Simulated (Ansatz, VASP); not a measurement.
# One calculation of NiO, two programs

The input run.py:

```python
from ase.calculators.vasp import Vasp
from ase.dft.bandgap import bandgap
from ase.spacegroup import crystal

atoms = crystal(
    ['Ni', 'O'],
    basis=[[0.0, 0.0, 0.0], [0.5, 0.0, 0.0]],
    spacegroup=225,
    setting=1,
    cellpar=[4.17180328, 4.17180328, 4.17180328, 90.0, 90.0, 90.0],
    primitive_cell=True,
)
atoms.set_initial_magnetic_moments([1.0, 0.0])
calc = Vasp(
    directory='calc',
    xc='rpbe',
    pp='PBE',
    setups='minimal',
    prec='Accurate',
    encut=500,
    ediff=1e-06,
    ismear=0,
    sigma=0.02,
    lreal=False,
    lasph=True,
    nelm=100,
    algo='Fast',
    isif=2,
    lwave=False,
    lcharg=True,
    ispin=2,
    lorbit=11,
    lmaxmix=4,
    lelf=True,
    lvhar=True,
    kpts=[11, 11, 11],
    gamma=True,
    nbands=19,
)
atoms.calc = calc

print('energy (eV):', atoms.get_potential_energy())
print('free energy (eV):', atoms.get_potential_energy(force_consistent=True))
print('forces (eV/A):')
print(atoms.get_forces())
print('stress (eV/A^3, Voigt):', atoms.get_stress())
print('Fermi level (eV):', calc.get_fermi_level())
print('moment (muB):', atoms.get_magnetic_moment())
print('site moments (muB):', atoms.get_magnetic_moments())
gap, top, bottom = bandgap(calc)
print('band gap (eV):', gap, 'from (spin, k, band)', top, 'to', bottom)
```

File input.yaml:

```yaml
crystal:
  lattice:
    - [0.0, 2.0859016414, 2.0859016414]
    - [2.0859016414, 0.0, 2.0859016414]
    - [2.0859016414, 2.0859016414, 0.0]
  atoms:
    - { symbol: Ni, position: [0.0, 0.0, 0.0], spin: 1.0 }
    - { symbol: O, position: [0.5, 0.5, 0.5] }
hamiltonian:
  xc: rpbe
  pseudopotentials: { kind: paw }
magnetization:
  spin_polarized: true
kpoints:
  mp_grid: { grid: [11, 11, 11] }
scf:
  occupations: { method: gaussian, width: 0.02 }
output:
  forces: true
  stress: true
  eigenvalues: true
  write_density: true
  write_potential: true
  elf: true
  volumetric_format: npy
```

Alike in both runs: task single point; functional RPBE; k mesh 11 × 11 × 11; occupations gaussian, width 0.02 eV; collinear spin, ferromagnetic start.

|  | VASP | Ansatz |
| --- | --- | --- |
| version | VASP 6.6.1 | Ansatz 0.2.0 |
| potentials or method | VASP PAW PBE potentials, release 64 (Ni, O) | Ansatz PAW |
| plane-wave cutoff (eV) | 500 | 420 |
| valence electrons in the cell | 16 | 24 |

VASP gave:

| Property | Result |
| --- | --- |
| gap on the k mesh at the Fermi level (eV) | none |
| pressure (GPa) | 13.2 |
| net moment per atom (μB) | 0.91 |
| size of the moment on the site where the two differ most (μB) | 1.50 |

Task: Estimate Ansatz's values.

Result: gap on the k mesh at the Fermi level (eV): none; pressure (GPa): 13.3; net moment per atom (μB): 0.92; size of the moment on the site where the two differ most (μB): 1.48.

Site moments also hang on the region over which each program counts them. A gap of «none» marks a metal or a gap that the smearing closes. The functional is the same, so the differences come from potentials, cutoffs and numerics. The two sets of potentials don't hold the same shells in valence.

Caveats: a cell with one magnetic atom can't hold antiferromagnetic order, which such compounds often take; semilocal functionals often make such compounds metallic where correlation or magnetic order opens a gap, which also shifts bond lengths; the PAW data sets were made with another functional, which shifts forces and pressure a little (VASP); the pressure holds a Pulay correction of +0.7 GPa for the finite cutoff (Ansatz); the PAW data sets come from PBE, with cores solved anew for the run's functional, which leaves a small shift of forces and pressure (Ansatz). With open d or f shells a metallic result of RPBE can be an artefact of self-interaction; +U or a hybrid may open a gap.
